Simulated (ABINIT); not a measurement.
# Co in ABINIT: convergence with k mesh

Co:

```
CELL_PARAMETERS angstrom
2.47200 0.00000 0.00000
-1.23600 2.14081 0.00000
0.00000 0.00000 4.02114
ATOMIC_POSITIONS crystal
Co 0.66667 0.33333 0.75000
Co 0.33333 0.66667 0.25000
```

```yaml
Program: ABINIT 10.8.3 (patched build)
Task: single point
Functional: PBE
Potentials_or_basis: JTH PAW PBE v2.0
Cutoff: 707 eV
k_mesh: 2 × 2 × 1
Occupations: fermi-dirac, width 0.1 eV
Spin: collinear spin, ferromagnetic start
Starting_moments: "[2.0, 2.0] μB"
```

These are the settings of the first run; the series varies k mesh, with any setting tied to it.

Hardware: 1 thread of Arm Neoverse V1, with other jobs on the host.

Problem. The values tried are 2 × 2 × 1, 3 × 3 × 2, 4 × 4 × 3, 6 × 6 × 4, 8 × 8 × 4, 9 × 9 × 5, 10 × 10 × 6, 12 × 12 × 8, 15 × 15 × 9, loosest first. From which on does the largest site moment stay within 0.02 μB of the tightest run that finished?

Solution. From 12 × 12 × 8 on.

```
     k mesh  energy less the tightest run, at zero smearing (meV/atom)  pressure (GPa)  largest site moment (μB)  SCF cycles  CPU time (s)  peak memory (GiB)
  2 × 2 × 1                                                     335.86            3.55                      1.52          16           8.4               0.11
  3 × 3 × 2                                                     137.27           11.23                      1.83          20            18               0.12
  4 × 4 × 3                                                      -5.28            3.52                      1.57          16            18               0.11
  6 × 6 × 4                                                     -12.48            4.90                      1.67          16            37               0.13
  8 × 8 × 4                                                      -2.99            5.23                      1.68          21            65               0.14
  9 × 9 × 5                                                       0.34            4.20                      1.62          17            67               0.14
10 × 10 × 6                                                       0.10            5.78                      1.71          19           110               0.16
12 × 12 × 8                                                       4.11            5.35                      1.68          16           160               0.19
15 × 15 × 9                                                       0.00            5.23                      1.68          19           260               0.23
```

Not settled before the last step: the energy (to 1 meV/atom), the pressure (to 0.1 GPa). Meshes of other sizes hit other points, so gaps and Fermi surfaces needn't settle smoothly. The tightest run that finished is the yardstick and may itself not be fully converged.
